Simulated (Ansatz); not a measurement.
Program: Ansatz. Geometries: PBE0-D4/def2-TZVP. ΔE: electronic, gas phase. CCSD(T)/CBS is the MP2 limit (def2-TZVPP, def2-QZVPP) plus CCSD(T) − MP2 in def2-TZVPP, frozen cores. DFT in def2-TZVPP. Each species was taken in one conformer, which may not be the lowest.

Consider the ligand exchange at the Al–C bond: `C[CH]([AlH2])CN` + `O[SiH2]S` → `[AlH2][O][SiH2]S` + `CCCN`.

```
         level  ΔE (kJ/mol)
        r2SCAN       -188.1
CCSD/CBS(def2)       -191.2
```

(1) What does CCSD(T)/CBS give? (Best estimate.)

Largest T1 diagnostic among the species: 0.012.

## Answers

(1) The calculation gave: -187.6 kJ/mol. The listed levels differ from it by -0.5, -3.6 kJ/mol.

From PBE to PBE0 (25 % exact exchange), in def2-TZVPP and without D4, ΔE moves by −5.9 kJ/mol. In def2-TZVPP, CCSD(T) changes the Hartree–Fock value by +23.3 kJ/mol (the triples alone add +3.6 kJ/mol) and MP2 by +22.6 kJ/mol.

CCSD(T)/CBS has its own doubt, a few kJ/mol and more with outer-core shells, so smaller differences from it don't rank the levels.
